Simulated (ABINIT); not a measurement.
# PbO (Pbcm) in ABINIT: band structure with LDA

Aim: the band structure of PbO with LDA.

Everything below comes from runs of ABINIT 10.8.3 (patched build). Logs are shortened: lines on timing, memory, paths and dates and some standing lists are left out, and cuts for length are marked. The log counts tension as positive stress, the text compression.

## Step 1: The structure

It takes space group Pbcm (No. 57, orthorhombic). Conventional cell: a = 5.876 Å, b = 5.476 Å, c = 4.743 Å, α = 90.00°, β = 90.00°, γ = 90.00°. Pb (site symmetry m) has 2 O at 2.17 to 2.44 Å as nearest neighbours. Around O (site symmetry m) lie 2 Pb at 2.17 to 2.44 Å.

## Step 2: Band structure, LDA

Input file run.abi:

```
ndtset 2

pp_dirpath "./"
pseudos "Pb.LDA_PW-JTH.xml, O.LDA_PW-JTH.xml"

acell 5.876 5.476 4.743 Angstrom
rprim
     1.0000000000     0.0000000000     0.0000000000
     0.0000000000     1.0000000000     0.0000000000
     0.0000000000     0.0000000000     1.0000000000
ntypat 2
znucl 82 8
natom 8
typat 1 1 1 1 2 2 2 2
xred
     0.7690000000     0.5140000000     0.2500000000
     0.2310000000     0.4860000000     0.7500000000
     0.7690000000     0.9860000000     0.7500000000
     0.2310000000     0.0140000000     0.2500000000
     0.1320000000     0.5820000000     0.2500000000
     0.8680000000     0.4180000000     0.7500000000
     0.1320000000     0.9180000000     0.7500000000
     0.8680000000     0.0820000000     0.2500000000
chkprim 0
chksymtnons 0
tolsym 1.0e-6

ecut 23.0
pawecutdg 45.0

ixc 7

occopt 3
tsmear 0.00183747

nstep 100

iomode 3
prtwf 0
prteig 0
prtebands 0
prtden1 1
prtvha1 1
prtvclmb1 1
prtpot1 1

kptopt1 1
ngkpt1 4 4 5
nshiftk1 1
shiftk1 0.0 0.0 0.0
nband1 48
tolvrs1 1.0e-9

iscf2 -2
getden2 1
nband2 54
nbdbuf2 4
tolwfr2 1.0e-11
kptopt2 -9
ndivsm2 8
prteig2 1
prtvol2 -3
kptbounds2
     0.0000000000     0.0000000000     0.0000000000
     0.0000000000     0.0000000000    -0.5000000000
     0.0000000000    -0.5000000000    -0.5000000000
     0.0000000000    -0.5000000000     0.0000000000
     0.0000000000     0.0000000000     0.0000000000
    -0.5000000000     0.0000000000     0.0000000000
    -0.5000000000     0.0000000000    -0.5000000000
    -0.5000000000    -0.5000000000    -0.5000000000
    -0.5000000000    -0.5000000000     0.0000000000
    -0.5000000000     0.0000000000     0.0000000000
```

Potentials or basis: JTH PAW LDA v2.0.

The run is started by

```console
abinit run.abi > log 2>&1
```

run.abo:

```text
.Version 10.8.3 of ABINIT
 DATASET    1 : space group Pb c m (# 57); Bravais oP (primitive ortho.)
================================================================================
 Values of the parameters that define the memory need for DATASET  1.
     intxc =       0    ionmov =       0      iscf =      17    lmnmax =      18
     lnmax =       6     mgfft =      48  mpssoang =       3    mqgrid =    3354
     natom =       8  nloc_mem =       2    nspden =       1   nspinor =       1
    nsppol =       1      nsym =       8    n1xccc =       1    ntypat =       2
    occopt =       3   xclevel =       1
       mpw =        5454          nfft =       92160          nkpt =          27
 PAW method is used; the additional fine FFT grid is defined by:
   mgfftf=        72    nfftf =    276480
================================================================================
================================================================================

 DATASET    2 : space group Pb c m (# 57); Bravais oP (primitive ortho.)
================================================================================
 Values of the parameters that define the memory need for DATASET  2.
     intxc =       0    ionmov =       0      iscf =      -2    lmnmax =      18
     lnmax =       6     mgfft =      48  mpssoang =       3    mqgrid =    3354
     natom =       8  nloc_mem =       2    nspden =       1   nspinor =       1
    nsppol =       1      nsym =       8    n1xccc =       1    ntypat =       2
    occopt =       3   xclevel =       1
       mpw =        5460          nfft =       92160          nkpt =          85
 PAW method is used; the additional fine FFT grid is defined by:
   mgfftf=        72    nfftf =    276480
================================================================================
================================================================================

--------------------------------------------------------------------------------
------------- Echo of variables that govern the present computation ------------
--------------------------------------------------------------------------------
 -outvars: echo values of preprocessed input variables --------
            acell      1.1104030716E+01  1.0348140265E+01  8.9629710152E+00 Bohr
              amu      2.07200000E+02  1.59994000E+01
          chkprim           0
      chksymtnons           0
             ecut      2.30000000E+01 Hartree
           getden1          0
           getden2          1
             iscf1         17
             iscf2         -2
              ixc           7
           jdtset        1    2
           kptopt1          1
           kptopt2         -9
         kptrlatt        4    0    0      0    4    0      0    0    5
          kptrlen1     4.13925611E+01
          kptrlen2     3.00000000E+01
            natom           8
            nband1         48
            nband2         54
           nbdbuf1          0
           nbdbuf2          4
           ndtset           2
           ndivsm1          0
           ndivsm2          8
            ngfft          48      48      40
          ngfftdg          72      64      60
             nkpt1         27
             nkpt2         85
            nstep         100
             nsym           8
           ntypat           2
           occopt           3
        pawecutdg      4.50000000E+01 Hartree
        prtebands           0
           prteig1          0
           prteig2          1
           prtpot1          1
           prtpot2          0
         prtvclmb1          1
         prtvclmb2          0
           prtvha1          1
           prtvha2          0
           prtvol1          0
           prtvol2         -3
            prtwf           0
           shiftk1     0.00000000E+00  0.00000000E+00  0.00000000E+00
           shiftk2     5.00000000E-01  5.00000000E-01  5.00000000E-01
          spgroup          57
           tolsym      1.00000000E-06
           tolvrs1     1.00000000E-09
[... 1782 lines left out ...]
  1.44E-12  4.97E-12  7.53E-12  9.18E-12  8.12E-12  9.19E-12  1.91E-12  7.43E-12
  1.46E-12  1.20E-12  9.37E-12  1.39E-12  3.07E-12  3.14E-12  3.06E-12  2.77E-12
  3.61E-12  6.04E-12  4.63E-08  6.40E-07  3.69E-08  2.43E-07
 -4.5790E-01 -4.5250E-01 -4.4933E-01 -4.4724E-01 -3.9136E-01 -3.8998E-01
 -3.8594E-01 -3.8589E-01 -3.8573E-01 -3.8523E-01 -3.8470E-01 -3.8331E-01
 -3.8319E-01 -3.8184E-01 -3.8117E-01 -3.8099E-01 -3.8024E-01 -3.8022E-01
 -3.8002E-01 -3.7916E-01 -3.7812E-01 -3.4343E-01 -3.3420E-01 -3.3248E-01
 -1.2020E-01 -4.4194E-02 -4.1615E-02 -2.2755E-02  2.0114E-02  3.3214E-02
  6.8626E-02  8.1532E-02  8.5460E-02  1.1138E-01  1.1338E-01  1.2692E-01
  1.3488E-01  1.4924E-01  1.5399E-01  1.7407E-01  2.7481E-01  2.8090E-01
  2.9652E-01  3.6011E-01  3.9069E-01  4.0202E-01  4.0637E-01  4.1905E-01
  4.2014E-01  4.2146E-01  4.8716E-01  5.0501E-01  5.3199E-01  5.4631E-01

--- !ResultsGS
iteration_state: {dtset: 2, }
comment   : Summary of ground state results
lattice_vectors:
- [ 11.1040307,   0.0000000,   0.0000000, ]
- [  0.0000000,  10.3481403,   0.0000000, ]
- [  0.0000000,   0.0000000,   8.9629710, ]
lattice_lengths: [  11.10403,   10.34814,    8.96297, ]
lattice_angles: [ 90.000,  90.000,  90.000, ] # degrees, (23, 13, 12)
lattice_volume:   1.0298998E+03
convergence: {deltae:  0.000E+00, res2:  0.000E+00, residm:  9.998E-12, diffor:  0.000E+00, }
etotal    :  -3.10172099E+02
entropy   :   0.00000000E+00
fermie    :   2.11353396E-01
cartesian_stress_tensor: null
pressure_GPa: null
xred      :
- [  7.6900E-01,   5.1400E-01,   2.5000E-01, Pb]
- [  2.3100E-01,   4.8600E-01,   7.5000E-01, Pb]
- [  7.6900E-01,   9.8600E-01,   7.5000E-01, Pb]
- [  2.3100E-01,   1.4000E-02,   2.5000E-01, Pb]
- [  1.3200E-01,   5.8200E-01,   2.5000E-01,  O]
- [  8.6800E-01,   4.1800E-01,   7.5000E-01,  O]
- [  1.3200E-01,   9.1800E-01,   7.5000E-01,  O]
- [  8.6800E-01,   8.2000E-02,   2.5000E-01,  O]
cartesian_forces: null
force_length_stats: {min: null, max: null, mean: null, }
...

 Integrated electronic density in atomic spheres:
 ------------------------------------------------
 Atom  Sphere_radius  Integrated_density
    1        2.40264         11.35203481
    2        2.40264         11.35203481
    3        2.40264         11.35203481
    4        2.40264         11.35203481
    5        1.41465          4.46868718
    6        1.41465          4.46868718
    7        1.41465          4.46868718
    8        1.41465          4.46868718

================================================================================

 ----iterations are completed or convergence reached----

 Mean square residual over all n,k,spin=   51.948E-13; max=  99.983E-13
 reduced coordinates (array xred) for    8 atoms
       0.769000000000      0.514000000000      0.250000000000
       0.231000000000      0.486000000000      0.750000000000
       0.769000000000      0.986000000000      0.750000000000
       0.231000000000      0.014000000000      0.250000000000
       0.132000000000      0.582000000000      0.250000000000
       0.868000000000      0.418000000000      0.750000000000
       0.132000000000      0.918000000000      0.750000000000
       0.868000000000      0.082000000000      0.250000000000

 cartesian coordinates (angstrom) at end:
    1      4.51864400000000     2.81466400000000     1.18575000000000
    2      1.35735600000000     2.66133600000000     3.55725000000000
    3      4.51864400000000     5.39933600000000     3.55725000000000
    4      1.35735600000000     0.07666400000000     1.18575000000000
    5      0.77563200000000     3.18703200000000     1.18575000000000
    6      5.10036800000000     2.28896800000000     3.55725000000000
    7      0.77563200000000     5.02696800000000     3.55725000000000
    8      5.10036800000000     0.44903200000000     1.18575000000000
 length scales= 11.104030715834 10.348140265471  8.962971015181 bohr
              =  5.876000000000  5.476000000000  4.743000000000 angstroms
 Eigenvalues (hartree) for nkpt=  85  k points:
 kpt#   1, nband= 54, wtk=  1.00000, kpt=  0.0000  0.0000  0.0000 (reduced coord)
  -0.45930   -0.45332   -0.45047   -0.44828   -0.39181   -0.38950   -0.38802   -0.38742
  -0.38532   -0.38492   -0.38486   -0.38326   -0.38250   -0.38150   -0.38070   -0.37993
  -0.37977   -0.37957   -0.37907   -0.37787   -0.37667   -0.34340   -0.33210   -0.33177
  -0.08662   -0.05929   -0.04257   -0.02950    0.01356    0.02642    0.03744    0.08224
   0.08794    0.10346    0.11171    0.12118    0.12227    0.13679    0.16082    0.17369
   0.30375    0.32239    0.33449    0.34684    0.35417    0.40914    0.43747    0.44582
   0.45165    0.46987    0.47845    0.48617    0.51807    0.53925
 kpt#   2, nband= 54, wtk=  1.00000, kpt=  0.0000  0.0000 -0.0500 (reduced coord)
  -0.45909   -0.45320   -0.45038   -0.44823   -0.39174   -0.38944   -0.38799   -0.38740
  -0.38528   -0.38494   -0.38482   -0.38326   -0.38250   -0.38152   -0.38073   -0.37993
  -0.37982   -0.37957   -0.37917   -0.37790   -0.37667   -0.34338   -0.33260   -0.33188
  -0.08690   -0.05939   -0.04398   -0.03236    0.01754    0.02592    0.03759    0.08410
   0.08931    0.10384    0.10996    0.12068    0.12189    0.13918    0.16012    0.17358
   0.30395    0.32299    0.33392    0.34731    0.35343    0.40893    0.43881    0.44301
   0.45104    0.47037    0.47340    0.48295    0.51845    0.54354
 kpt#   3, nband= 54, wtk=  1.00000, kpt=  0.0000  0.0000 -0.1000 (reduced coord)
[... 649 lines left out ...]
  -0.38587   -0.38507   -0.38453   -0.38334   -0.38321   -0.38191   -0.38118   -0.38096
  -0.38023   -0.38022   -0.38009   -0.37924   -0.37815   -0.34417   -0.33390   -0.33246
  -0.12023   -0.04762   -0.04146   -0.02077    0.02050    0.03452    0.06959    0.07998
   0.08692    0.11176    0.11342    0.12806    0.13460    0.14867    0.15438    0.17415
   0.27304    0.28153    0.29686    0.36177    0.38724    0.39827    0.40512    0.40889
   0.42387    0.43366    0.48490    0.50186    0.53595    0.54888
 kpt#  85, nband= 54, wtk=  1.00000, kpt= -0.5000  0.0000  0.0000 (reduced coord)
  -0.45790   -0.45250   -0.44933   -0.44724   -0.39136   -0.38998   -0.38594   -0.38589
  -0.38573   -0.38523   -0.38470   -0.38331   -0.38319   -0.38184   -0.38117   -0.38099
  -0.38024   -0.38022   -0.38002   -0.37916   -0.37812   -0.34343   -0.33420   -0.33248
  -0.12020   -0.04419   -0.04161   -0.02275    0.02011    0.03321    0.06863    0.08153
   0.08546    0.11138    0.11338    0.12692    0.13488    0.14924    0.15399    0.17407
   0.27481    0.28090    0.29652    0.36011    0.39069    0.40202    0.40637    0.41905
   0.42014    0.42146    0.48716    0.50501    0.53199    0.54631

== END DATASET(S) ==============================================================
================================================================================

 -outvars: echo values of variables after computation  --------
            acell      1.1104030716E+01  1.0348140265E+01  8.9629710152E+00 Bohr
           etotal1    -3.1017209854E+02
            fcart1     5.1954499094E-03 -2.0120227757E-02 -0.0000000000E+00
                      -5.1954499094E-03  2.0120227757E-02 -0.0000000000E+00
                       5.1954499094E-03  2.0120227757E-02 -0.0000000000E+00
                      -5.1954499094E-03 -2.0120227757E-02 -0.0000000000E+00
                       1.0728828110E-02  6.9093135399E-03 -0.0000000000E+00
                      -1.0728828110E-02 -6.9093135399E-03 -0.0000000000E+00
                       1.0728828110E-02 -6.9093135399E-03 -0.0000000000E+00
                      -1.0728828110E-02  6.9093135399E-03 -0.0000000000E+00
           strten1     1.6827842944E-05  2.7351648623E-04  1.9282134797E-04
                       0.0000000000E+00  0.0000000000E+00  0.0000000000E+00
           xangst      4.5186440000E+00  2.8146640000E+00  1.1857500000E+00
                       1.3573560000E+00  2.6613360000E+00  3.5572500000E+00
                       4.5186440000E+00  5.3993360000E+00  3.5572500000E+00
                       1.3573560000E+00  7.6664000000E-02  1.1857500000E+00
                       7.7563200000E-01  3.1870320000E+00  1.1857500000E+00
                       5.1003680000E+00  2.2889680000E+00  3.5572500000E+00
                       7.7563200000E-01  5.0269680000E+00  3.5572500000E+00
                       5.1003680000E+00  4.4903200000E-01  1.1857500000E+00
             xred      7.6900000000E-01  5.1400000000E-01  2.5000000000E-01
                       2.3100000000E-01  4.8600000000E-01  7.5000000000E-01
                       7.6900000000E-01  9.8600000000E-01  7.5000000000E-01
                       2.3100000000E-01  1.4000000000E-02  2.5000000000E-01
                       1.3200000000E-01  5.8200000000E-01  2.5000000000E-01
                       8.6800000000E-01  4.1800000000E-01  7.5000000000E-01
                       1.3200000000E-01  9.1800000000E-01  7.5000000000E-01
                       8.6800000000E-01  8.2000000000E-02  2.5000000000E-01
 Calculation completed.
```

Run time: 27 min. Hardware: 1 thread of Arm Neoverse V2, shared host; peak memory 0.52 GiB.

What came out:

```yaml
Free_energy: -8440.2128 eV
Pressure: -4.7 GPa
Largest_force: 1.069 eV/Å
Band_gap_on_the_k_mesh: 1.98 eV, indirect (least direct gap 2.25 eV)
Band_gap_along_the_path: 1.89 eV, indirect (least direct gap 2.10 eV)
Valence_electrons_inside_the_program's_atomic_spheres: Pb 11.35; O 4.47
```

Forces on the atoms (eV/Å):
```
Pb   0.267 -1.035  0.000
Pb  -0.267  1.035  0.000
Pb   0.267  1.035  0.000
Pb  -0.267 -1.035  0.000
O    0.552  0.355  0.000
O   -0.552 -0.355  0.000
O    0.552 -0.355  0.000
O   -0.552  0.355  0.000
```

Stress tensor (GPa, compression positive):
```
-0.50  0.00  0.00
 0.00 -8.05  0.00
 0.00  0.00 -5.67
```

Levels at the corners of the path, in eV from the valence-band top:
```tsv
point	band 36	band 37	band 38	band 39	band 40	band 41	band 42	band 43	band 44	band 45
Γ	-1.45	-1.42	-1.02	-0.37	-0.02	3.52	4.03	4.36	4.70	4.89
X	-1.21	-0.70	-0.70	-0.16	-0.16	4.14	4.14	4.65	4.65	5.22
S	-1.30	-0.62	-0.62	-0.62	-0.62	3.18	3.18	3.18	3.18	6.25
Y	-1.53	-0.75	-0.75	-0.11	-0.11	3.63	3.63	4.71	4.71	5.08
Γ	-1.45	-1.42	-1.02	-0.37	-0.02	3.52	4.03	4.36	4.70	4.89
Z	-1.29	-1.07	-0.68	-0.55	-0.01	2.74	2.90	3.33	5.06	5.89
U	-0.87	-0.51	-0.51	-0.40	-0.40	3.24	3.24	3.37	3.37	4.85
R	-1.19	-0.54	-0.54	-0.54	-0.54	2.40	2.40	2.40	2.40	6.65
T	-1.59	-0.54	-0.54	-0.43	-0.43	3.06	3.06	3.81	3.81	4.12
Z	-1.29	-1.07	-0.68	-0.55	-0.01	2.74	2.90	3.33	5.06	5.89
```

Caveat: spin-orbit coupling is left out, which as a rule narrows the gap of such compounds by several tenths of an eV; the mesh misses the band edges, which the band path finds closer together; the cell's inner coordinates are idealised or old, which leaves forces on the atoms. As with any semilocal functional, this LDA gap is likely too small.

## Step 3: For comparison

An earlier run on the cell as given: functional PBE; potentials or basis JTH PAW PBE v2.0; cutoff 626 eV; k mesh 5 × 5 × 6; occupations fermi-dirac, width 0.05 eV; no spin polarisation.

* Pressure: 2.3 GPa
* Largest force: 0.951 eV/Å
* Band gap on the k mesh: 1.97 eV, indirect (least direct gap 2.15 eV)
* Valence electrons inside the program's atomic spheres: Pb 11.35; O 4.50
